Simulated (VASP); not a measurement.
A run of VASP 6.6.1:

File INCAR:

```
SYSTEM = ZrC
PREC = Accurate
ENCUT = 600
EDIFF = 1E-7
ISMEAR = -1
SIGMA = 0.05
LREAL = .FALSE.
LASPH = .TRUE.
NELM = 100
ALGO = Normal
ISIF = 3
LWAVE = .FALSE.
LCHARG = .FALSE.
GGA = PE
IVDW = 12
IBRION = 2
NSW = 40
EDIFFG = -0.005
```

Contents of KPOINTS:

```
Automatic mesh
0
G
  8 8 8
  0 0 0
```

Contents of POSCAR:

```
ZrC
1.0
    0.0000000000      2.3650000000      2.3650000000
    2.3650000000      0.0000000000      2.3650000000
    2.3650000000      2.3650000000      0.0000000000
Zr C
1 1
Direct
    0.5000000000      0.5000000000      0.5000000000
    0.0000000000      0.0000000000      0.0000000000
```

Potentials or basis: VASP PAW PBE potentials, release 64 (Zr_sv, C).

The run is started by

```bash
$ cat potpaw_PBE.64/Zr_sv/POTCAR potpaw_PBE.64/C/POTCAR > POTCAR
$ mpirun -np 1 vasp_std > vasp.out
```

Hardware: 1 thread of AMD EPYC 7R13 Processor (Zen 3), on a shared host.

**Question.** How long does it take, and how much memory?

**Answer.** Run time: 45 s on 1 thread of AMD EPYC 7R13 Processor (Zen 3) (shared host), peak memory 0.15 GiB. Counts: scf iterations 41, k points 29, ion steps 4.
